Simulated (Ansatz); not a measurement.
Crystal: TiSe.

```xyz
4
Lattice="3.5590 0.0000 0.0000 -1.7795 3.0822 0.0000 0.0000 0.0000 6.2200" Properties=species:S:1:pos:R:3 pbc="T T T"
Se    1.7795    1.0274    4.6650
Se    0.0000    2.0548    1.5550
Ti    0.0000    0.0000    3.1100
Ti    0.0000    0.0000    0.0000
```

Base run:

| Property | Result |
| --- | --- |
| Program | Ansatz 0.2.0 |
| Functional | r2SCAN |
| Potentials or basis | Ansatz PAW |
| Cutoff | 500 eV |
| Density cutoff | 2000 eV |
| k mesh | 9 × 9 × 5 |
| Occupations | fermi-dirac, width 0.05 eV |
| Spin | no spin polarisation |

Its results: band gap on the k mesh none (metal or under the smearing width); pressure 3.8 GPa.

Question: The run is repeated on the same cell with these changes: functional from r2SCAN to LDA; cutoff from 500 eV to 420 eV; density cutoff from 2000 eV to 1680 eV. What comes out?

Answer: Band gap on the k mesh none (metal or under the smearing width); pressure -4.0 GPa.

Caveats: the PAW data sets come from PBE, with cores solved anew for the run's functional, which leaves a small shift of forces and pressure.

Not every run made on this cell is shown here.
